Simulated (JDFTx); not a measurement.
# Au (Fm-3m) in JDFTx: reference runs

How does Au come out in PBEsol? The cell is run as given and disturbed, then over a range of volumes.

Everything below comes from runs of JDFTx 1.7.0 (patched build). Logs are shortened: lines on timing, memory, paths and dates and some standing lists are left out, and cuts for length are marked. The log counts tension as positive stress, the text compression.

**What was measured.**

“Exploring toroidal anvil profiles for larger sample volumes above 4 Mbar”, 2024, pmc:11102561 quotes, for a bulk crystal of Au: bulk modulus 167 GPa.

How close the calculation comes is told below.

## (1) The crystal as given

It takes space group Fm-3m (No. 225, cubic). Conventional cell: a = 4.070 Å, b = 4.070 Å, c = 4.070 Å, α = 90.00°, β = 90.00°, γ = 90.00°. Au (site symmetry m-3m) is surrounded by 12 Au at 2.88 Å.

## (2) Single point, PBEsol

Input file Au.in:

```
lattice \
    0.0000000000     3.8455926636     3.8455926636 \
    3.8455926636     0.0000000000     3.8455926636 \
    3.8455926636     3.8455926636     0.0000000000
coords-type Lattice
ion Au     0.0000000000     0.0000000000     0.0000000000 1

ion-species pseudo/Au.upf
elec-cutoff 38
elec-ex-corr gga-PBEsol
kpoint-folding 11 11 11
elec-smearing Fermi 0.0018374661
elec-n-bands 15
electronic-SCF nIterations 100 energyDiffThreshold 1e-09
electronic-minimize nIterations 30 energyDiffThreshold 1e-7
converge-empty-states yes
forces-output-coords Cartesian

dump-name run.$VAR
dump End Ecomponents EigStats BandEigs Kpoints Forces Stress
```

Potentials or basis: PseudoDojo-SR-PBEsol-0.4.1-standard with smoothed tails.

On the command line:

```
> jdftx -c 1 -i Au.in -o Au.out
```

Standard output:

```text
*************** JDFTx 1.7.0 (patched build) ***************

Input parsed successfully to the following command list (including defaults):
[... the input with its defaults ...]

---------- Setting up symmetries ----------

Found 48 point-group symmetries of the bravais lattice
Found 48 space-group symmetries with basis
Applied RMS atom displacement 0 bohrs to make symmetries exact.

---------- Initializing the Grid ----------
R =
[            0      3.84559      3.84559  ]
[      3.84559            0      3.84559  ]
[      3.84559      3.84559            0  ]
unit cell volume = 113.742
G =
[  -0.816933   0.816933   0.816933  ]
[   0.816933  -0.816933   0.816933  ]
[   0.816933   0.816933  -0.816933  ]
Minimum fftbox size, Smin = [  32  32  32  ]
Chosen fftbox size, S = [  32  32  32  ]

---------- Exchange Correlation functional ----------
Initalized PBEsol GGA exchange.
Initalized PBEsol GGA correlation.

---------- Setting up pseudopotentials ----------
Width of ionic core gaussian charges (only for fluid interactions / plotting) set to 0

Reading pseudopotential file 'pseudo/Au.upf':
  'Au' pseudopotential, 'PBESOL' functional
  Generated using ONCVPSP code by D. R. Hamann
  19 valence electrons, 4 orbitals, 7 projectors, 1001 radial grid points, with lMax = 3
    5S    l: 0   occupation:  2.0   eigenvalue: -3.985004
    5P    l: 1   occupation:  6.0   eigenvalue: -2.197789
    5D    l: 2   occupation: 10.0   eigenvalue: -0.253637
    6S    l: 0   occupation:  1.0   eigenvalue: -0.213166
  Core radius for overlap checks: 1.57 bohrs.

Initialized 1 species with 1 total atoms.

Folded 1 k-points by 11x11x11 to 1331 k-points.

---------- Setting up k-points, bands, fillings ----------
Reduced to 56 k-points under symmetry.
Computing the number of bands and number of electrons
Calculating initial fillings.
nElectrons:  19.000000   nBands: 15   nStates: 56

----- Setting up reduced wavefunction bases (one per k-point) -----
average nbasis = 1272.872 , ideal nbasis = 1272.592

---------- Setting up ewald sum ----------
Optimum gaussian width for ewald sums = 1.960494 bohr.
Real space sum over 2197 unit cells with max indices [  6  6  6  ]
Reciprocal space sum over 2197 terms with max indices [  6  6  6  ]

---------- Allocating electronic variables ----------
Initializing wave functions:  linear combination of atomic orbitals
Note: number of bands (15) exceeds available atomic orbitals (10)
Au pseudo-atom occupations:   s ( 2 1 )  p ( 6 )  d ( 10 )
	FillingsUpdate:  mu: +0.753152249  nElectrons: 19.000000
LCAOMinimize: Iter:   0  F: -137.9379902668167688  |grad|_K:  1.830e-03  alpha:  1.000e+00
	FillingsUpdate:  mu: +0.771980267  nElectrons: 19.000000
LCAOMinimize: Iter:   1  F: -137.9485434382071674  |grad|_K:  4.782e-05  alpha:  5.327e-01  linmin:  4.056e-01  cgtest: -9.554e-01
	FillingsUpdate:  mu: +0.771990984  nElectrons: 19.000000
[... 6 lines of inner loops ...]
	FillingsUpdate:  mu: +0.771582256  nElectrons: 19.000000
LCAOMinimize: Iter:   5  F: -137.9485518223163183  |grad|_K:  1.448e-09  alpha:  5.167e-01  linmin: -2.826e-01  cgtest:  4.473e-01
LCAOMinimize: Encountered beta<0, resetting CG.
LCAOMinimize: Converged (|Delta F|<1.000000e-06 for 2 iters).

-------- Electronic minimization -----------
Will mix electronic density at each iteration.
	FillingsUpdate:  mu: +0.771582256  nElectrons: 19.000000
	FillingsUpdate:  mu: +0.762555074  nElectrons: 19.000000
SCF: Cycle:  0   F: -137.961947148616929   dF: -1.340e-02   |Residual|: 2.481e-02   |deigs|: 3.576e-01
	FillingsUpdate:  mu: +0.764522551  nElectrons: 19.000000
SCF: Cycle:  1   F: -137.962377595879872   dF: -4.304e-04   |Residual|: 7.443e-03   |deigs|: 7.250e-03
	FillingsUpdate:  mu: +0.764659956  nElectrons: 19.000000
SCF: Cycle:  2   F: -137.962385372767073   dF: -7.777e-06   |Residual|: 2.542e-03   |deigs|: 7.541e-04
	FillingsUpdate:  mu: +0.764451045  nElectrons: 19.000000
SCF: Cycle:  3   F: -137.962386594336664   dF: -1.222e-06   |Residual|: 5.489e-04   |deigs|: 3.986e-04
	FillingsUpdate:  mu: +0.764515785  nElectrons: 19.000000
SCF: Cycle:  4   F: -137.962386725337211   dF: -1.310e-07   |Residual|: 3.275e-04   |deigs|: 1.952e-04
	FillingsUpdate:  mu: +0.764481033  nElectrons: 19.000000
SCF: Cycle:  5   F: -137.962386818983134   dF: -9.365e-08   |Residual|: 5.888e-05   |deigs|: 1.472e-04
	FillingsUpdate:  mu: +0.764487881  nElectrons: 19.000000
SCF: Cycle:  6   F: -137.962386827549011   dF: -8.566e-09   |Residual|: 1.608e-05   |deigs|: 7.399e-05
	FillingsUpdate:  mu: +0.764488110  nElectrons: 19.000000
SCF: Cycle:  7   F: -137.962386829201876   dF: -1.653e-09   |Residual|: 1.555e-05   |deigs|: 3.970e-05
	FillingsUpdate:  mu: +0.764488046  nElectrons: 19.000000
SCF: Cycle:  8   F: -137.962386829975230   dF: -7.734e-10   |Residual|: 1.764e-05   |deigs|: 1.554e-04
	FillingsUpdate:  mu: +0.764488330  nElectrons: 19.000000
SCF: Cycle:  9   F: -137.962386829947718   dF: +2.751e-11   |Residual|: 6.627e-05   |deigs|: 5.923e-05
	FillingsUpdate:  mu: +0.764488324  nElectrons: 19.000000
SCF: Cycle: 10   F: -137.962386830037872   dF: -9.015e-11   |Residual|: 1.323e-05   |deigs|: 4.290e-05
	FillingsUpdate:  mu: +0.764488252  nElectrons: 19.000000
SCF: Cycle: 11   F: -137.962386830050150   dF: -1.228e-11   |Residual|: 1.094e-05   |deigs|: 1.282e-05
SCF: Converged (|Delta E|<1.000000e-09 for 2 iters).

Setting wave functions to eigenvectors of Hamiltonian
Converging empty states (this may take a while): |deigs|: 1.519e-04

# Stress tensor in Cartesian coordinates [Eh/a0^3]:
[  -4.1941e-05            0            0  ]
[            0  -4.1941e-05            0  ]
[            0            0  -4.1941e-05  ]

# Ionic positions in lattice coordinates:
ion Au   0.000000000000000   0.000000000000000   0.000000000000000 1

# Forces in Cartesian coordinates:
force Au   0.000000000000000   0.000000000000000   0.000000000000000 1

# Energy components:
   Eewald =     -107.5994881375225134
       EH =       25.7894294122148118
     Eloc =      -85.3998164130048991
      Enl =        2.3971118023850200
      Exc =      -25.1358407147440346
 Exc_core =        9.4601950496767113
       KE =       42.5260777337010083
-------------------------------------
     Etot =     -137.9623312672939051
       TS =        0.0000555627562590
-------------------------------------
        F =     -137.9623868300501499

IonicMinimize: Iter:   0  F: -137.962386830050150  |grad|_K:  0.000e+00
IonicMinimize: Converged (|grad|_K<1.000000e-04).

#--- Lowdin population analysis ---
# oxidation-state Au +0.162

Dumping 'run.eigStats' ...
	eMin: -3.119329 at state 0 ( [ +0.000000 +0.000000 +0.000000 ] spin 0 )
	HOMO: +0.759440 at state 26 ( [ +0.000000 +0.272727 +0.454545 ] spin 0 )
	mu  : +0.764487
	LUMO: +0.767955 at state 11 ( [ +0.000000 +0.090909 -0.454545 ] spin 0 )
	eMax: +1.702123 at state 6 ( [ +0.000000 +0.090909 +0.090909 ] spin 0 )
	HOMO-LUMO gap: +0.008515
	Optical gap  : +0.072061 at state 34 ( [ +0.000000 +0.454545 +0.454545 ] spin 0 )
Done!
[note: the HOMO, LUMO and gaps printed at the end count levels as full or empty at half filling, so they show a gap where a level is partly filled]
```

It took 21 s on 1 thread of Intel Xeon Platinum 8375C at 2.90GHz (Ice Lake), shared host; peak memory 0.08 GiB.

What came out:

```
Free energy            : -3754.1478 eV
Pressure               : 1.2 GPa
Band gap on the k mesh : none (metal or under the smearing width)
```

Levels at points of the mesh, in eV from the Fermi level:
```tsv
k point	band 7	band 8	band 9	band 10	band 11	band 12	band 13	band 14
(0.00, 0.00, 0.00)	-4.73	-4.73	-3.17	-3.17	14.42	18.47	18.47	18.47
```

The run has no spin-orbit coupling, so splittings on Au are missing.

## (3) Single point, PBEsol (cell strained at random at fixed volume)

Input file Au.in:

```
lattice \
    0.1124727195     3.8982083081     3.9195414263 \
    3.8414050305     0.0569676838     3.9182431845 \
    3.8246204831     3.8801274085     0.0356345655
coords-type Lattice
ion Au    -0.0018960000    -0.0041750000     0.0185300000 1

ion-species pseudo/Au.upf
elec-cutoff 38
elec-ex-corr gga-PBEsol
kpoint-folding 11 11 11
elec-smearing Fermi 0.0018374661
elec-n-bands 15
electronic-SCF nIterations 100 energyDiffThreshold 1e-09
electronic-minimize nIterations 30 energyDiffThreshold 1e-7
converge-empty-states yes
forces-output-coords Cartesian

dump-name run.$VAR
dump End Ecomponents EigStats BandEigs Kpoints Forces Stress ElecDensity Dtot KEdensity
```

Potentials or basis: PseudoDojo-SR-PBEsol-0.4.1-standard with smoothed tails.

On the command line:

```
> jdftx -c 1 -i Au.in -o Au.out
```

Standard output:

```text
*************** JDFTx 1.7.0 (patched build) ***************

Input parsed successfully to the following command list (including defaults):

basis kpoint-dependent
converge-empty-states yes
coords-type Lattice
core-overlap-check vector
coulomb-interaction Periodic
davidson-band-ratio 1.1
dump End Forces ElecDensity KEdensity Dtot BandEigs EigStats Ecomponents Stress Kpoints
dump-name run.$VAR
elec-cutoff 38
elec-eigen-algo Davidson
elec-ex-corr gga-PBEsol
elec-n-bands 15 1
elec-smearing Fermi 0.00183747
electronic-minimize  \
	dirUpdateScheme      FletcherReeves \
	linminMethod         DirUpdateRecommended \
	nIterations          30 \
	history              15 \
	knormThreshold       0 \
	maxThreshold         no \
	energyDiffThreshold  1e-07 \
	nEnergyDiff          2 \
	convergeAll          no \
	alphaTstart          1 \
	alphaTmin            1e-10 \
[... 219 lines left out ...]
	FillingsUpdate:  mu: +0.764051680  nElectrons: 19.000000
SCF: Cycle:  8   F: -137.962178707178481   dF: -7.161e-10   |Residual|: 1.107e-05   |deigs|: 2.078e-04
	FillingsUpdate:  mu: +0.764051914  nElectrons: 19.000000
SCF: Cycle:  9   F: -137.962178707243680   dF: -6.520e-11   |Residual|: 1.128e-05   |deigs|: 1.010e-04
SCF: Converged (|Delta E|<1.000000e-09 for 2 iters).

Setting wave functions to eigenvectors of Hamiltonian
Converging empty states (this may take a while): |deigs|: 2.958e-04

# Stress tensor in Cartesian coordinates [Eh/a0^3]:
[ -5.32643e-05  6.69959e-05  4.88744e-05  ]
[  6.69959e-05  -4.8024e-05 -7.73845e-06  ]
[  4.88744e-05 -7.73845e-06 -4.65734e-05  ]

# Ionic positions in lattice coordinates:
ion Au  -0.001896000000000  -0.004175000000000   0.018530000000000 1

# Forces in Cartesian coordinates:
force Au   0.000000000000000   0.000000000000000   0.000000000000000 1

# Energy components:
   Eewald =     -107.5797951925754745
       EH =       25.8061063453169375
     Eloc =      -85.4361616065906873
      Enl =        2.3973117423479184
      Exc =      -25.1360438943578366
 Exc_core =        9.4601949435182000
       KE =       42.5262811725987362
-------------------------------------
     Etot =     -137.9621064897422400
       TS =        0.0000722175014466
-------------------------------------
        F =     -137.9621787072436803

IonicMinimize: Iter:   0  F: -137.962178707243680  |grad|_K:  0.000e+00
IonicMinimize: Converged (|grad|_K<1.000000e-04).

#--- Lowdin population analysis ---
# oxidation-state Au +0.165

Dumping 'run.eigStats' ...
	eMin: -3.119493 at state 0 ( [ +0.000000 +0.000000 +0.000000 ] spin 0 )
	HOMO: +0.763720 at state 548 ( [ +0.454545 +0.000000 +0.272727 ] spin 0 )
	mu  : +0.764051
	LUMO: +0.764145 at state 578 ( [ +0.454545 +0.272727 +0.000000 ] spin 0 )
	eMax: +1.701630 at state 607 ( [ +0.454545 +0.454545 -0.363636 ] spin 0 )
	HOMO-LUMO gap: +0.000425
	Optical gap  : +0.063567 at state 278 ( [ +0.181818 -0.272727 -0.272727 ] spin 0 )
Done!
```

It took 3.9 min on 1 thread of Intel Xeon Platinum 8375C at 2.90GHz (Ice Lake), shared host; peak memory 0.57 GiB.

Results:

```
Free energy            : -3754.1421 eV
Pressure               : 1.5 GPa
Band gap on the k mesh : none (metal or under the smearing width)
```

Stress tensor (GPa, compression positive):
```
 1.57 -1.97 -1.44
-1.97  1.41  0.23
-1.44  0.23  1.37
```

Levels at points of the mesh, in eV from the Fermi level:
| k point | band 8 | band 9 | band 10 | band 11 | band 12 | band 13 |
| --- | --- | --- | --- | --- | --- | --- |
| (0.00, 0.00, 0.00) | -4.51 | -3.17 | -3.12 | 14.39 | 17.85 | 18.44 |

Spin-orbit coupling is left out, which matters for the levels of Au.

## (4) Equation of state, PBEsol, 15.84 Å³/atom (volume scaled by 0.94)

Input file Au.in:

```
lattice \
    0.0000000000     3.7670891530     3.7670891530 \
    3.7670891530     0.0000000000     3.7670891530 \
    3.7670891530     3.7670891530     0.0000000000
coords-type Lattice
ion Au     0.0000000000     0.0000000000     0.0000000000 1

ion-species pseudo/Au.upf
elec-cutoff 38
elec-ex-corr gga-PBEsol
kpoint-folding 11 11 11
elec-smearing Fermi 0.0018374661
elec-n-bands 15
electronic-SCF nIterations 100 energyDiffThreshold 1e-09
electronic-minimize nIterations 30 energyDiffThreshold 1e-7
forces-output-coords Cartesian

dump-name run.$VAR
dump End Ecomponents EigStats BandEigs Kpoints Forces Stress
```

On the command line:

```
> jdftx -c 1 -i Au.in -o Au.out
```

It took 17 s on 1 thread of Intel Xeon Platinum 8375C at 2.90GHz (Ice Lake), shared host; peak memory 0.07 GiB.

It converged, with:

| Quantity | Value |
| --- | --- |
| Free energy | -3754.1000 eV |
| Pressure | 14.7 GPa |
| Band gap on the k mesh | none (metal or under the smearing width) |

## (5) Equation of state, PBEsol, 16.18 Å³/atom (volume scaled by 0.96)

Input file Au.in:

```
lattice \
    0.0000000000     3.7936188240     3.7936188240 \
    3.7936188240     0.0000000000     3.7936188240 \
    3.7936188240     3.7936188240     0.0000000000
coords-type Lattice
ion Au     0.0000000000     0.0000000000     0.0000000000 1

ion-species pseudo/Au.upf
elec-cutoff 38
elec-ex-corr gga-PBEsol
kpoint-folding 11 11 11
elec-smearing Fermi 0.0018374661
elec-n-bands 15
electronic-SCF nIterations 100 energyDiffThreshold 1e-09
electronic-minimize nIterations 30 energyDiffThreshold 1e-7
forces-output-coords Cartesian

dump-name run.$VAR
dump End Ecomponents EigStats BandEigs Kpoints Forces Stress ElecDensity Dtot KEdensity
```

On the command line:

```
> jdftx -c 1 -i Au.in -o Au.out
```

It took 25 s on 1 thread of Intel Xeon Platinum 8375C at 2.90GHz (Ice Lake), shared host; peak memory 0.08 GiB.

It converged, with:

| Quantity | Value |
| --- | --- |
| Free energy | -3754.1256 eV |
| Pressure | 9.7 GPa |
| Band gap on the k mesh | none (metal or under the smearing width) |

## (6) Equation of state, PBEsol, 16.52 Å³/atom (volume scaled by 0.98)

Edit Au.in of step 5 so:

```diff
@@ -1,5 +1,5 @@
 lattice \
-    0.0000000000     3.7936188240     3.7936188240 \
-    3.7936188240     0.0000000000     3.7936188240 \
-    3.7936188240     3.7936188240     0.0000000000
+    0.0000000000     3.8197825393     3.8197825393 \
+    3.8197825393     0.0000000000     3.8197825393 \
+    3.8197825393     3.8197825393     0.0000000000
 coords-type Lattice
```

Potentials or basis: PseudoDojo-SR-PBEsol-0.4.1-standard with smoothed tails.

On the command line:

```
> jdftx -c 1 -i Au.in -o Au.out
```

It took 19 s on 1 thread of Intel Xeon Platinum 8375C at 2.90GHz (Ice Lake), shared host; peak memory 0.08 GiB.

The run converged. Its results:

* Free energy: -3754.1411 eV
* Pressure: 5.2 GPa
* Band gap on the k mesh: none (metal or under the smearing width)

(Continued in part 2 of 2.)
